When an ionic crystal is scaled uniformly, every distance in it changes by the same factor. The electrostatic attraction then varies as 1/r, where r is the distance between neighbouring ions, while the repulsion between overlapping electron shells varies as a steeper power, 1/rⁿ. The stiffness of the crystal comes from this repulsion, which steepens quickly on squeezing and fades quickly on stretching. The attraction changes slowly, and its own asymmetry runs the other way but is smaller. The energy curve is therefore expected to be steeper on the compressed side of its minimum.

For this tetragonal HfO₂ the scale is easily remembered. A volume change of 6 % alters bond lengths by only 2 %, yet it costs about 35 meV per atom. Holding the crystal there takes a pressure of roughly 20 GPa on the compressed side, or a tension of about 15 GPa on the expanded side.

SIESTA 5.4.2, PBE with a DZP basis (energy shift 0.002 Ry) and SG15 1.2 pseudopotentials converted to PSML, for tetragonal HfO₂ (P4_2/nmc). The k mesh is 6×6×4, the real-space mesh cutoff 800 Ry and the Fermi–Dirac smearing 0.05 eV. Cell shape and fractional coordinates are held fixed; energies are counted from the minimum of the fitted curve.

```
volume (Å³/atom)  energy (meV/atom)
           10.26              37.57
           10.48              15.32
           10.69               3.34
           10.91               0.41
           11.13               4.54
           11.35              15.79
           11.57              34.25
```

**From 10.26 to 10.69: the compressed side**

Let V₀ be the volume at the minimum, x the relative volume change from it, B the bulk modulus and B′ the rate at which B grows with pressure. Near the minimum the energy is

E ≈ ½ B V₀ x² [1 − (B′ + 1) x / 3].

The factor before the bracket is an ordinary spring. The bracket holds the asymmetry: it exceeds one for negative x and falls below one for positive x.

The first row can be worked by hand. The fit to the seven rows gives B = 291.3 GPa and V₀ = 10.893 Å³ per atom. With 1 eV/Å³ = 160.2 GPa, the stiffness per atom is

B V₀ = 291.3 / 160.2 × 10.893 ≈ 19.8 eV.

The row lies 5.83 % below the minimum in volume, so the spring alone gives

½ × 19.8 eV × 0.0583² ≈ 33.7 meV.

With B′ = 4 the bracket is 1 + 5 × 0.0583 / 3 ≈ 1.10, which raises the estimate to about 37 meV. The calculation has 37.57 meV. This row helped to determine B and V₀, so the agreement shows that the form is suitable and is no independent prediction.

**At 10.91: the irregular row**

The energies are counted from the minimum of the fitted curve, and this row lies only 0.18 % away from it in volume. The curve allows it 0.03 meV, but the calculation gives 0.41 meV. The excess is tiny beside the cost of a 6 % volume change, and a smooth balance of attraction and repulsion has no room for such a bump. The row at 11.35 strays almost as far the other way, 0.34 meV below the curve, and the row at 10.48 lies 0.23 meV below it, while both end rows lie above. The misses are thus not confined to one row and do not look random: the computed points are flatter near the minimum and steeper at the ends than the fitted curve. Error from the real-space mesh is a possible cause that has not been tested.

Small as it is, the bump does harm if stiffness is taken from small steps. The curvature through this row and its two nearest neighbours gives 259 GPa; with the central energy moved onto the curve, the same three points give 286 GPa. Taken from the central row and the two outermost ones, the modulus is 289 GPa. An energy error is divided by the square of the volume step, so a step three times as long reduces its effect ninefold, although a long step also picks up higher terms of the curve. The short step thus falls about a tenth below the 291 GPa of the full fit, while the long step agrees with it to within 1 %. Fitted to all seven rows, the modulus has a standard error of about 1 %. Since the misses do not look random, that figure is only a guide, and it leaves out any error that all the rows share.

**From 11.13 to 11.57: the expanded side**

Here the fading repulsion shows. The last row lies 6.19 % above the minimum in volume, where the spring alone would ask for 37.9 meV. The calculation has 34.25 meV, about a tenth less, whereas the compressed end lies about a tenth above its spring value.

Set side by side, the rows seem at first to contradict this. At volume changes of 2 % and 4 % from the central row, the expanded member of each pair is the higher one; only in the outermost pair does compression cost more. The reason is that the central row is not the minimum. The minimum lies at a slightly smaller volume, so each expanded row has been moved further from it than its compressed partner.

This offset, δ = 0.0018 as a fraction of the volume, favours the compressed rows by an amount proportional to x. The true asymmetry favours the expanded rows by an amount proportional to x³, so it wins at large changes. The two effects balance where

x² = 6 δ / (B′ + 1).

With B′ = 4 this gives a volume change of about 4.6 %, between the second and the third pair, which is where the order of the energies reverses.

**What the whole curve fixes**

Three forms were fitted to all seven rows, and their results are printed after this text. A parabola in volume has no asymmetry and misses by 0.8 meV per atom on average (root mean square). A parabola in Eulerian strain, a measure of compression built from V to the power −2/3, has just as many constants and misses by 0.23 meV. That choice of variable has the asymmetry built in and corresponds to B′ = 4.

The full Birch–Murnaghan form leaves B′ free and improves the fit by almost nothing. It returns B′ = 4.3 with an uncertainty of about 0.9. The seven energies thus establish that the crystal stiffens under pressure, but they fix the rate to about a fifth of its value at best. That figure is one standard error from four constants on seven rows, and the free slope predicts an omitted row worse than the fixed one (1.04 against 0.446 meV, root mean square). Further decimals of the slope would carry no physical information.

**Why the slope is near four**

Rock salt is the simpler system with the same two forces. If its energy is written as −A/r + C/rⁿ, with A and C constants, the balance of forces at the minimum removes C, and differentiating with respect to volume gives

9 B V₀ = (n − 1) A/r₀ and B′ = (n + 7) / 3,

where r₀ is the distance at the minimum. Strong attraction at short distance makes a crystal stiff; the steepness of the repulsion sets how fast it stiffens further.

Carried over to HfO₂ with full charges of +4 and −2, and with the ions placed for this estimate on an undistorted cubic fluorite lattice of the same volume, this picture needs n near 5 and gives B′ near 4. If electron sharing between Hf and O halves the attraction, n rises to about 9 and B′ to about 5.4. The analogy therefore accounts for the direction of the asymmetry and its rough size. It does not yield the charges, because the curve is too loose to decide between these two cases.

**Using the modulus**

In every row the shape of the cell and the relative positions of the atoms were held fixed. A real crystal under pressure can adjust both, which lowers the energy of compression and softens the response. The 291 GPa is thus the stiffness of a clamped, static lattice and is likely to be too high for a relaxed sample. It comes from one small atomic-orbital basis and from usual working meshes and cutoffs, not from their converged limits, and the effect of these choices on volume and modulus has not been tested here. It also belongs to the tetragonal high-temperature phase, not to monoclinic hafnia.

Numerical output:

```
Curve by row:
    row  volume from minimum (%)  short Hf-O (A)  harmonic (meV)  Birch-Murnaghan (meV)  computed less curve (meV)  pressure (GPa)
  10.26                   -5.832           2.009           33.67                  37.47                     0.1049           19.94
  10.48                   -3.828           2.023           14.51                  15.55                    -0.2308           12.37
  10.69                   -1.824           2.037           3.296                  3.405                   -0.06525           5.581
  10.91                   0.1792           2.051          0.0318                0.03169                     0.3783         -0.5195
  11.13                    2.183           2.065           4.717                  4.539                  0.0006336          -6.002
  11.35                    4.186           2.078           17.35                  16.13                    -0.3409          -10.93
  11.57                     6.19           2.091           37.94                  34.09                     0.1603          -15.36
fit of energy on 7 rows: constant 0.04905 +/- 0.62, coefficient of x -49.42 +/- 10, coefficient of x**2 9900 +/- 292; rms 0.811, worst 10.48 1.13, leave-one-out rms 2.1
fit of energy on 7 rows: constant -0.000924 +/- 0.18, coefficient of f 9.278 +/- 8.6, coefficient of q*f**2 1 +/- 0.0084; rms 0.23, worst 10.91 -0.385, leave-one-out rms 0.446
fit of energy on 7 rows: constant 0.001138 +/- 0.2, coefficient of f -0.05775 +/- 26, coefficient of q*f**2 1 +/- 0.0095, coefficient of q*f**3 0.336 +/- 0.88; rms 0.225, worst 10.91 -0.377, leave-one-out rms 1.04
Compressed end less expanded end (meV/atom): 3.32
Compressed end over its harmonic value: 1.116
Expanded end over its harmonic value: 0.9029
Modulus from centre and nearest rows (GPa): 258.7
Same with centre row put on the curve (GPa): 286.4
Modulus from centre and end rows (GPa): 289.1
Repulsion exponent for formal charges: 5.08
Modulus slope for formal charges: 4.027
Repulsion exponent for half the attraction: 9.159
Modulus slope for half the attraction: 5.386
```
